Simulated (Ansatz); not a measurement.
# Sb (R-3m) in Ansatz: further runs

The runs below take Sb through relaxation of cell and atoms, single point, with BLYP+D3(BJ), BLYP+D4, PBE.

All numbers are computed with Ansatz 0.2.0; they aren't measurements. Logs are shortened: lines on timing, memory, paths and dates and some standing lists are left out, and cuts for length are marked.

## 1. Starting point

Symmetry: R-3m, No. 166, trigonal system. The conventional cell has a = 4.308 Å, b = 4.308 Å, c = 11.274 Å, α = 90.00°, β = 90.00°, γ = 120.00°. Sb (site symmetry 3m) is surrounded by 3 Sb at 2.91 Å.

## 2. Relaxation of cell and atoms, BLYP+D3(BJ)

The input, input.yaml:

```yaml
crystal:
  lattice:
    - [2.1542, 1.2437279499, 3.758]
    - [-2.1542, 1.2437279499, 3.758]
    - [0.0, -2.4874558998, 3.758]
  atoms:
    - { symbol: Sb, position: [0.76651, 0.76651, 0.76651] }
    - { symbol: Sb, position: [0.23349, 0.23349, 0.23349] }
hamiltonian:
  xc: blyp
  pseudopotentials: { kind: paw }
  dispersion: d3bj
kpoints:
  mp_grid: { grid: [8, 8, 8] }
scf:
  occupations: { method: fermi_dirac, width: 0.05 }
output:
  forces: true
  stress: true
  eigenvalues: true
relax:
  f_tol: 0.01
  max_steps: 40
  cell: { stress_tol: 0.05 }
```

Potentials or basis: Ansatz PAW.

The run is started by

```
> ansatz run input.yaml --threads 2 --pin off --max-ram 5632MiB --backend cpu --events-out ev --progress --plain --runs-dir out
```

What it wrote:

```text
Warning: RAYON_NUM_THREADS=2 ignored (pool sized by the plan → 2); use --threads N
Engine: ansatz 0.2.0, x86_64-unknown-linux-gnu
Pseudopotentials: kind: paw
Pseudopotential: Sb, paw, valence charge 15, recommended cutoff 420 eV (normal), Sb.paw.azcp
Functional definition: BLYP
  parameter beta = 0.0042
  parameter a = 0.04918
  parameter b = 0.132
  parameter c = 0.2533
  parameter d = 0.349
  exchange = b88_x(beta = beta)
  correlation = lyp_c(a = a, b = b, c = c, d = d)
Crystal: 2 atoms, lattice volume = 60.411 Å³
Basis set: ecut = 420 eV, 1195 PW (Γ), exchange–correlation on 64×64×64 points (8 copies of the dense FFT grid, shifted against one another)
Bands: 19, of which v1, the nominal top of the filled ones, is band 15 counted from 1 (14 counted from 0)
Symmetry: 12 space group operations
Space group: R-3m (ITA 166), of the structure as read, at distance tolerance 3.9e-5 Å
k-points: 65 of 512
Non-local potential: Sb, projectors of the file, l = 0: 2, l = 1: 2, l = 2: 2, l = 3: 2
PAW form: soft (Blöchl's): semilocal exchange-correlation on the pseudo side does not see the compensation charge
PAW frozen core: Sb, regenerated for the run's functional, and the local potential with it (the file was generated under x = pbe(κ = 0.804, μ = 0.2195149727645171), c = pbe(β = 0.06672455060314922))
PAW one-centre angular grid: Sb, 590 points (default); XC on 64 Gauss nodes
Initial density: superposition of atomic densities (neutral atoms: chi_scale 0, normalization atom), corrected by the library's trained network
Initial wavefunctions: pseudopotential atomic-orbital guess
Functional: x = b88, c = lyp
SCF iter   1: F=—  HF=-13004.547122 eV  |F-HF|=—  |Δ(HF+E_count)|=         —  Δρ=6.42e-3  dr2=2.48e-2  ethr=1.77e-3  ⟨swp⟩=6.2  Hψ=6489  notcnv=0
preconditioner: auto → Kerker (q_TF=auto, 2.428 Å⁻¹)  [metal: Δε(μ)=0.021 eV  Ē_g=8.751 eV  σ=0.050 eV  W_gap=0.10  n_scr=14 (ndim 8)  ℏωp=15.1 eV  f_vac=0.002  D(μ)=0.39/eV (n_scr^D=0)]
SCF iter   2: F=—  HF=-13004.540969 eV  |F-HF|=—  |Δ(HF+E_count)|=   6.15e-3  Δρ=4.13e-3  dr2=1.17e-2  ethr=8.28e-5  ⟨swp⟩=1.5  Hψ=1830  notcnv=0
SCF iter   3: F=—  HF=-13004.537566 eV  |F-HF|=—  |Δ(HF+E_count)|=   3.40e-3  Δρ=1.05e-3  dr2=7.57e-4  ethr=3.89e-5  ⟨swp⟩=2.6  Hψ=1570  notcnv=0
SCF iter   4: F=—  HF=-13004.537514 eV  |F-HF|=—  |Δ(HF+E_count)|=   5.24e-5  Δρ=2.90e-4  dr2=8.14e-5  ethr=2.52e-6  ⟨swp⟩=2.0  Hψ=2212  notcnv=0
SCF iter   5: F=—  HF=-13004.537544 eV  |F-HF|=—  |Δ(HF+E_count)|=   2.98e-5  Δρ=1.10e-4  dr2=7.75e-6  ethr=2.71e-7  ⟨swp⟩=2.0  Hψ=1564  notcnv=0
SCF iter   6: F=—  HF=-13004.537554 eV  |F-HF|=—  |Δ(HF+E_count)|=   1.00e-5  Δρ=3.92e-5  dr2=9.64e-7  ethr=2.58e-8  ⟨swp⟩=2.0  Hψ=1555  notcnv=0
SCF iter   7: F=-13004.537555 eV  HF=-13004.537555 eV  |F-HF|=2.60e-10  |Δ(HF+E_count)|=   1.15e-6  Δρ=1.03e-5  dr2=4.59e-8  ethr=3.33e-10  ⟨swp⟩=4.3  Hψ=5800  notcnv=0
SCF 1 converged in 7 iterations: F = -13004.537555 eV  dr2 = 4.59e-8
relax step   1: F+E_penalty+E_count = -13004.53755490 eV  Δ(F+E_penalty+E_count) = +0.000e0 eV  max|allowed force component| = 1.319e-1 eV/Å  Δτ_max = 0.0000 Å  P = +0.621 GPa  Ω = 60.411 Å³  (7 SCF iters, dr2 threshold 1.00e-7 eV, accepted)
Crystal: 2 atoms, lattice volume = 61.273 Å³
Basis set: ecut = 420 eV, 1219 PW (Γ), exchange–correlation on 64×64×64 points (8 copies of the dense FFT grid, shifted against one another)
Initial density: handed on by an earlier stage of this run
Initial wavefunctions: those handed on with the density
iter 1 solved again at ethr=2.80e-6 eV; its pass at ethr=3.10e-3 eV (dr2=8.41e-4 eV) is discarded
SCF iter   1: F=—  HF=-13004.538246 eV  |F-HF|=—  |Δ(HF+E_count)|=         —  Δρ=1.04e-3  dr2=7.17e-4  ethr=2.80e-6  ⟨swp⟩=2.7  Hψ=7921  notcnv=0
preconditioner: auto → Kerker (q_TF=auto, 2.422 Å⁻¹)  [metal: Δε(μ)=0.032 eV  Ē_g=8.634 eV  σ=0.050 eV  W_gap=0.16  n_scr=14 (ndim 8)  ℏωp=15.0 eV  f_vac=0.012  D(μ)=0.42/eV (n_scr^D=0)]
SCF iter   2: F=—  HF=-13004.538166 eV  |F-HF|=—  |Δ(HF+E_count)|=   8.03e-5  Δρ=6.64e-4  dr2=3.17e-4  ethr=2.39e-6  ⟨swp⟩=1.0  Hψ=1235  notcnv=0
SCF iter   3: F=—  HF=-13004.538115 eV  |F-HF|=—  |Δ(HF+E_count)|=   5.16e-5  Δρ=1.16e-4  dr2=1.49e-5  ethr=1.06e-6  ⟨swp⟩=2.0  Hψ=1549  notcnv=0
SCF iter   4: F=—  HF=-13004.538116 eV  |F-HF|=—  |Δ(HF+E_count)|=   9.81e-7  Δρ=4.41e-5  dr2=1.66e-6  ethr=4.96e-8  ⟨swp⟩=2.1  Hψ=1533  notcnv=0
[... 26 lines left out ...]
preconditioner: auto → Kerker (q_TF=auto, 2.427 Å⁻¹)  [metal: Δε(μ)=0.073 eV  Ē_g=8.702 eV  σ=0.050 eV  W_gap=0.35  n_scr=14 (ndim 8)  ℏωp=15.1 eV  f_vac=0.009  D(μ)=0.38/eV (n_scr^D=0)]
SCF iter   2: F=—  HF=-13004.540579 eV  |F-HF|=—  |Δ(HF+E_count)|=   3.56e-7  Δρ=6.93e-5  dr2=1.99e-6  ethr=1.88e-8  ⟨swp⟩=1.4  Hψ=1515  notcnv=0
SCF iter   3: F=—  HF=-13004.540579 eV  |F-HF|=—  |Δ(HF+E_count)|=   2.66e-7  Δρ=1.40e-5  dr2=1.52e-7  ethr=6.63e-9  ⟨swp⟩=2.4  Hψ=2032  notcnv=0
SCF iter   4: F=—  HF=-13004.540579 eV  |F-HF|=—  |Δ(HF+E_count)|=   4.54e-8  Δρ=4.17e-6  dr2=2.03e-8  ethr=5.05e-10  ⟨swp⟩=2.9  Hψ=2179  notcnv=0
SCF iter   5: F=-13004.540579 eV  HF=-13004.540579 eV  |F-HF|=3.77e-10  |Δ(HF+E_count)|=   5.31e-9  Δρ=1.01e-6  dr2=1.06e-9  ethr=4.50e-11  ⟨swp⟩=6.0  Hψ=5032  notcnv=0
SCF 5 converged in 5 iterations: F = -13004.540579 eV  dr2 = 1.06e-9
relax step   5: F+E_penalty+E_count = -13004.54057885 eV  Δ(F+E_penalty+E_count) = -7.846e-5 eV  max|allowed force component| = 3.032e-3 eV/Å  Δτ_max = 0.0020 Å  P = +0.011 GPa  Ω = 60.563 Å³  energy of the carried Pulay correction = -3.140e-5 eV  (5 SCF iters, dr2 threshold 1.35e-8 eV, accepted)
Basis set: ecut = 420 eV, 1195 PW (Γ), exchange–correlation on 60×60×60 points (8 copies of the dense FFT grid, shifted against one another)
Initial wavefunctions: pseudopotential atomic-orbital guess (no wavefunctions were taken with the density)
iter 1 solved again at ethr=1.99e-7 eV; its pass at ethr=3.10e-3 eV (dr2=5.97e-5 eV) is discarded
SCF iter   1: F=—  HF=-13004.540602 eV  |F-HF|=—  |Δ(HF+E_count)|=         —  Δρ=1.09e-5  dr2=9.30e-9  ethr=1.99e-7  ⟨swp⟩=3.0  Hψ=9512  notcnv=0
eigensolver tolerance schedule: the retry pair's looser diagonalisation over-reported the residual by 6417.61 of it (diagonalisation noise at 0.70 of the residual, at the tolerance the schedule requests for it); recorded, not acted on — ethr = c·dr2/N_el stays at c = 1.0e-1
preconditioner: auto → Kerker (q_TF=auto, 2.427 Å⁻¹)  [metal: Δε(μ)=0.074 eV  Ē_g=8.702 eV  σ=0.050 eV  W_gap=0.35  n_scr=14 (ndim 8)  ℏωp=15.1 eV  f_vac=0.009  D(μ)=0.38/eV (n_scr^D=0)]
SCF iter   2: F=—  HF=-13004.540602 eV  |F-HF|=—  |Δ(HF+E_count)|=   6.32e-7  Δρ=5.87e-6  dr2=3.14e-9  ethr=3.10e-11  ⟨swp⟩=3.0  Hψ=2455  notcnv=0
SCF iter   3: F=—  HF=-13004.540602 eV  |F-HF|=—  |Δ(HF+E_count)|=   1.31e-8  Δρ=7.68e-7  dr2=2.36e-10  ethr=1.05e-11  ⟨swp⟩=3.0  Hψ=2291  notcnv=0
SCF iter   4: F=—  HF=-13004.540602 eV  |F-HF|=—  |Δ(HF+E_count)|=    0.00e0  Δρ=3.23e-7  dr2=7.79e-11  ethr=1.00e-12  ⟨swp⟩=2.4  Hψ=2233  notcnv=0
SCF iter   5: F=-13004.540602 eV  HF=-13004.540602 eV  |F-HF|=3.64e-12  |Δ(HF+E_count)|=  3.82e-11  Δρ=1.45e-7  dr2=1.20e-11  ethr=1.00e-12  ⟨swp⟩=4.4  Hψ=6393  notcnv=0
SCF 6 converged in 5 iterations: F = -13004.540602 eV  dr2 = 1.20e-11
relax step   6: F+E_penalty+E_count = -13004.54060236 eV  Δ(F+E_penalty+E_count) = -2.352e-5 eV  max|allowed force component| = 3.039e-3 eV/Å  Δτ_max = 0.0000 Å  P = +0.010 GPa  Ω = 60.563 Å³  stress off target by 1.13e-2 GPa  SCF on the basis re-selected at this cell (its energy is not comparable with the rows above)  (5 SCF iters)
basis re-selected at this cell: Δ(F+E_penalty+E_count) = -2.352e-5 eV, ΔP = -0.000 GPa vs the last step (what re-selecting the basis moved, of the pressure what is left beyond the Pulay correction that the steps carried, after the strain that the cell walked since its last selection, with what the two solves' SCF thresholds leave and, on support functions, any second-order correction that the steps lacked; it is no measure of the basis error at this ecutwfc). The dense FFT grid was sized anew with the basis: this SCF ran on 30×30×30 points, the steps before it on 32×32×32, so part of this shift can come from that change (see relax.cell in the input reference). This SCF's stress stands 1.13e-2 GPa from its target on what of the cell is left free (relax.cell.stress_tol is 5.00e-2 GPa) and its largest allowed force component is 3.04e-3 eV/Å (relax.f_tol is 1.00e-2 eV/Å): within both
SCF converged after 5 iterations
Free energy (F): -13004.540602 eV
Harris-Foulkes:  -13004.540602 eV  (|F-HF|=3.64e-12)
Internal energy: -13004.537592 eV  (E = F + TS)
E sigma→0 (E₀):  -13004.539097 eV
Entropy (-TS):   -0.003010 eV (-1.505 meV/atom)
Fermi energy:    10.531966 eV
--- Per-component energies (eV) ---
  E_band       = -325.898232
  E_kinetic    = 417.106536
  E_local      = -3192.020619  (includes V_loc(G=0)·N_el)
  E_nonlocal   = 717.568542
  E_hartree    = 1450.730600
  E_xc         = -274.064619
  E_vxc        = -188.207895  (∫ρ·V_xc dr)
  E_paw        = -9186.180304  (= ΣΔE_a)
  E_vpaw       = -981.805803  (= ΣTr[D̂ρ^β])
  E_aug_tail   = -0.000003  (compensation charges beyond the density's cutoff)
  E_ewald      = -2935.318837
  E_disp       = -2.216255  (pairwise vdW)
  E_core_change = -0.142634  (= ΣΔE_core)
  E_smearing   = -0.003010  (= −TS)
  E_closure    = -0.000000  (closes the sum)
  Σ components = -13004.540602   (vs F -13004.540602, Δ=0.00e0)
--- Forces (eV/Å), atoms counted from 1 ---
  atom   1  Sb    -0.00000000    -0.00000000    -0.00303887
  atom   2  Sb     0.00000000     0.00000000     0.00303887
  max |Σ_I F_I| component: 2.08e-17 eV/Å
--- Stress (GPa, compression-positive) ---
        0.011320       0.000000      -0.000000
        0.000000       0.011320       0.000000
       -0.000000       0.000000       0.008150
  P = ⅓ Tr σ = 0.0103 GPa (0.103 kbar)
--- Band table (eV; the first three rows and the last of 65) ---
  k-point 0: bands = ["-18.9330", "-18.9330", "-18.8457", "-18.8457", "-18.8216", "-18.7366", "-18.7366", "-18.7294", "-18.6583", "-18.6583", "-2.2212", "5.4291", "8.4727", "8.6259", "8.6259", "12.6819", "13.1698", "13.1698", "15.7678"]
  k-point 1: bands = ["-18.9264", "-18.9241", "-18.8426", "-18.8408", "-18.8179", "-18.7406", "-18.7394", "-18.7334", "-18.6671", "-18.6653", "-2.0522", "4.7408", "8.5080", "8.6072", "8.9294", "12.4789", "12.7430", "12.7469", "15.3627"]
  k-point 2: bands = ["-18.9090", "-18.8992", "-18.8347", "-18.8271", "-18.8070", "-18.7518", "-18.7506", "-18.7419", "-18.6907", "-18.6839", "-1.5503", "3.3392", "8.5627", "8.5878", "9.4033", "11.7450", "11.8795", "11.8842", "15.7302"]
  k-point 64: bands = ["-18.8796", "-18.8796", "-18.8257", "-18.8257", "-18.7996", "-18.7513", "-18.7513", "-18.7496", "-18.7164", "-18.7164", "-0.6160", "1.3791", "9.1780", "9.1780", "10.0097", "10.5073", "10.5073", "11.4552", "17.8884"]
--- Relaxed structure (5 steps of the walk, 5 accepted, 1 SCFs on fresh bases) ---
  F+E_penalty+E_count = -13004.54060236 eV   max|allowed force component| = 3.039e-3 eV/Å   (the final SCF, on the basis selected at the relaxed cell)
  cell:  # Å, volume = 60.5629 Å³
    - [2.16731178809207, 1.2512980442728057, 3.7219758592312195]
    - [-2.16731178809207, 1.2512980442728057, 3.7219758592312195]
    - [2.1157422817139056e-33, -2.5025960885456113, 3.7219758592312195]
  atoms:
    - { symbol: Sb, position: [0.765314480104838, 0.765314480104838, 0.765314480104838] }
    - { symbol: Sb, position: [0.2346855198951619, 0.2346855198951619, 0.2346855198951619] }
```

It took 11 s on 2 threads of Intel Xeon at 2.70GHz, shared host; peak memory 0.42 GiB.

Results:

```
Free energy                            : -13004.5406 eV
Relaxed volume                         : 30.28 Å³/atom
Relaxed cell                           : a = 4.485 Å, b = 4.485 Å, c = 4.485 Å, α = 57.79°, β = 57.79°, γ = 57.79°
Space group after relaxing (to 0.05 Å) : R-3m (No. 166)
Energy gained by relaxing              : 1.5 meV/atom
Ionic steps                            : 6
Pressure after relaxing                : 0.0 GPa
Largest force after relaxing           : 0.003 eV/Å
Band gap on the k mesh                 : none (metal or under the smearing width)
```

Forces in eV/Å, atoms in the order of the input:
```
Sb   0.000  0.000 -0.003
Sb   0.000  0.000  0.003
```

Step by step:
```csv
step,energy change (eV),largest force (eV/Å),volume (Å³)
1,0.0000,0.1319,60.41
2,-0.0006,0.1101,61.27
3,-0.0028,0.0065,60.83
4,-0.0029,0.0093,60.69
5,-0.0030,0.0030,60.56
6,-0.0030,0.0030,60.56
```

Final structure:
```xyz
2
Lattice="2.1673 1.2513 3.7220 -2.1673 1.2513 3.7220 0.0000 -2.5026 3.7220" Properties=species:S:1:pos:R:3 pbc="T T T"
Sb    0.0000    0.0000    8.5454
Sb    0.0000    0.0000    2.6205
```

Caveat: the plane-wave basis is chosen anew once the cell has moved, so the energies of steps on either side of that aren't comparable; pairwise dispersion overbinds metals, which lowers pressure and volume; the PAW data sets come from PBE, with cores solved anew for the run's functional, which leaves a small shift of forces and pressure.

## 3. Relaxation of cell and atoms, BLYP+D4

input.yaml, as its differences from that of step 2:

```diff
@@ -11,3 +11,3 @@
   pseudopotentials: { kind: paw }
-  dispersion: d3bj
+  dispersion: d4
 kpoints:
```

Potentials or basis: Ansatz PAW.

The run is started by

```
> ansatz run input.yaml --threads 2 --pin off --max-ram 5632MiB --backend cpu --events-out ev --progress --plain --runs-dir out
```

Wall time 11 s (2 threads of Intel Xeon at 2.70GHz, shared host); peak memory 0.42 GiB.

It converged, with:

* Free energy: -13004.2570 eV
* Relaxed volume: 31.06 Å³/atom
* Relaxed cell: a = 4.542 Å, b = 4.542 Å, c = 4.542 Å, α = 57.28°, β = 57.28°, γ = 57.28°
* Space group after relaxing (to 0.05 Å): R-3m (No. 166)
* Energy gained by relaxing: 4.4 meV/atom
* Ionic steps: 6
* Pressure after relaxing: 0.0 GPa
* Band gap on the k mesh: none (metal or under the smearing width)

Step by step:
| step | energy change (eV) | largest force (eV/Å) | volume (Å³) |
| --- | --- | --- | --- |
| 1 | 0.0000 | 0.1304 | 60.41 |
| 2 | -0.0023 | 0.1726 | 63.26 |
| 3 | -0.0085 | 0.0113 | 62.13 |
| 4 | -0.0085 | 0.0069 | 62.08 |
| 5 | -0.0085 | 0.0015 | 62.12 |
| 6 | -0.0089 | 0.0015 | 62.12 |

Final structure:
```
CELL_PARAMETERS angstrom
2.17724 1.25703 3.78294
-2.17724 1.25703 3.78294
0.00000 -2.51406 3.78294
ATOMIC_POSITIONS crystal
Sb 0.76649 0.76649 0.76649
Sb 0.23351 0.23351 0.23351
```

Levels at points of the mesh, in eV from the Fermi level:
| k point | band 12 | band 13 | band 14 | band 15 | band 16 | band 17 | band 18 | band 19 |
| --- | --- | --- | --- | --- | --- | --- | --- | --- |
| (0.00, 0.00, 0.00) | -5.24 | -2.05 | -1.85 | -1.85 | 2.02 | 2.55 | 2.55 | 5.32 |
| (0.00, 0.00, -0.50) | -9.65 | -1.93 | -1.81 | -0.38 | -0.22 | 0.23 | 0.46 | 7.81 |
| (0.00, -0.50, -0.50) | -8.14 | -5.27 | -3.64 | -3.59 | 1.84 | 4.61 | 5.28 | 6.47 |
| (-0.50, -0.50, -0.50) | -8.99 | -1.35 | -1.35 | -0.56 | 0.08 | 0.08 | 0.97 | 7.18 |

Caveat: the plane-wave basis is chosen anew once the cell has moved, so the energies of steps on either side of that aren't comparable; pairwise dispersion overbinds metals, which lowers pressure and volume; the PAW data sets come from PBE, with cores solved anew for the run's functional, which leaves a small shift of forces and pressure. The run has no spin-orbit coupling, so splittings on Sb are missing.

## 4. Single point, PBE

input.yaml, as its differences from that of step 3:

```diff
@@ -9,5 +9,4 @@
 hamiltonian:
-  xc: blyp
+  xc: pbe
   pseudopotentials: { kind: paw }
-  dispersion: d4
 kpoints:
@@ -15,3 +14,3 @@
 scf:
-  occupations: { method: fermi_dirac, width: 0.05 }
+  occupations: { method: gaussian, width: 0.029 }
 output:
@@ -20,5 +19 @@
   eigenvalues: true
-relax:
-  f_tol: 0.01
-  max_steps: 40
-  cell: { stress_tol: 0.05 }
```

The run is started by

```
> ansatz run input.yaml --threads 2 --pin off --max-ram 5632MiB --backend cpu --events-out ev --progress --plain --runs-dir out
```

Run time: 1.9 s. Hardware: 2 threads of Intel Xeon at 2.70GHz, shared host; peak memory 0.39 GiB.

It converged, with:

```yaml
Free_energy: -12968.9592 eV
Pressure: 2.7 GPa
Largest_force: 0.143 eV/Å
Band_gap_on_the_k_mesh: none (metal or under the smearing width)
```

Forces in eV/Å, atoms in the order of the input:
```
Sb   0.000  0.000 -0.143
Sb   0.000  0.000  0.143
```

Stress tensor (GPa, compression positive):
```
2.93 0.00 0.00
0.00 2.93 0.00
0.00 0.00 2.23
```

Levels at points of the mesh, in eV from the Fermi level:
```tsv
k point	band 11	band 12	band 13	band 14	band 15	band 16	band 17	band 18	band 19
(0.00, 0.00, 0.00)	-12.83	-4.92	-2.17	-1.90	-1.90	1.99	2.60	2.60	5.04
(0.00, 0.00, -0.50)	-10.46	-9.74	-2.04	-1.93	-0.40	-0.30	0.08	0.39	7.50
(0.00, -0.50, -0.50)	-10.45	-8.09	-5.54	-3.86	-3.76	1.44	4.84	5.42	6.84
(-0.50, -0.50, -0.50)	-11.28	-9.10	-1.41	-1.41	-0.56	0.03	0.03	1.00	6.93
```

The run has no spin-orbit coupling, so splittings on Sb are missing.

## 5. Single point, PBE

input.yaml, as its differences from that of step 4:

```diff
@@ -14,3 +14,3 @@
 scf:
-  occupations: { method: gaussian, width: 0.029 }
+  occupations: { method: gaussian, width: 0.03 }
 output:
```

The run is started by

```
> ansatz run input.yaml --threads 2 --pin off --max-ram 5632MiB --backend cpu --events-out ev --progress --plain --runs-dir out
```

Wall time 1.8 s (2 threads of Intel Xeon at 2.70GHz, shared host); peak memory 0.39 GiB.

Results (log left out):

```yaml
Free_energy: -12968.9592 eV
Pressure: 2.7 GPa
Largest_force: 0.143 eV/Å
Band_gap_on_the_k_mesh: none (metal or under the smearing width)
```

Forces on the atoms (eV/Å):
```
Sb   0.000  0.000 -0.143
Sb   0.000  0.000  0.143
```

Stress tensor (GPa, compression positive):
```
2.93 0.00 0.00
0.00 2.93 0.00
0.00 0.00 2.23
```

Levels at points of the mesh, in eV from the Fermi level:
| k point | band 11 | band 12 | band 13 | band 14 | band 15 | band 16 | band 17 | band 18 | band 19 |
| --- | --- | --- | --- | --- | --- | --- | --- | --- | --- |
| (0.00, 0.00, 0.00) | -12.83 | -4.92 | -2.17 | -1.90 | -1.90 | 1.98 | 2.60 | 2.60 | 5.04 |
| (0.00, 0.00, -0.50) | -10.46 | -9.74 | -2.04 | -1.93 | -0.40 | -0.30 | 0.08 | 0.39 | 7.50 |
| (0.00, -0.50, -0.50) | -10.45 | -8.09 | -5.54 | -3.86 | -3.76 | 1.44 | 4.84 | 5.42 | 6.84 |
| (-0.50, -0.50, -0.50) | -11.28 | -9.10 | -1.41 | -1.41 | -0.56 | 0.03 | 0.03 | 1.00 | 6.93 |

Spin-orbit coupling is left out, which matters for the levels of Sb.

## 6. Summary

```csv
task,level,cell,smearing,gap on the mesh (eV),pressure (GPa),relaxed volume (Å³/atom),largest force (eV/Å)
relaxation of cell and atoms,BLYP+D3(BJ),relaxed,fermi-dirac 0.05 eV,none,0.0,30.28,-
relaxation of cell and atoms,BLYP+D4,relaxed,fermi-dirac 0.05 eV,none,0.0,31.06,-
single point,PBE,as given,gaussian 0.029 eV,none,2.7,-,0.14
single point,PBE,as given,gaussian 0.03 eV,none,2.7,-,0.14
```

Alike in all rows: potentials or basis Ansatz PAW; no spin polarisation; k mesh 8 × 8 × 8; cutoff (eV) 420.

Caveats: the plane-wave basis is chosen anew once the cell has moved, so the energies of steps on either side of that aren't comparable (some runs); pairwise dispersion overbinds metals, which lowers pressure and volume (some runs); the PAW data sets come from PBE, with cores solved anew for the run's functional, which leaves a small shift of forces and pressure (some runs).

Absolute energies hang on the potentials; compare differences alone.
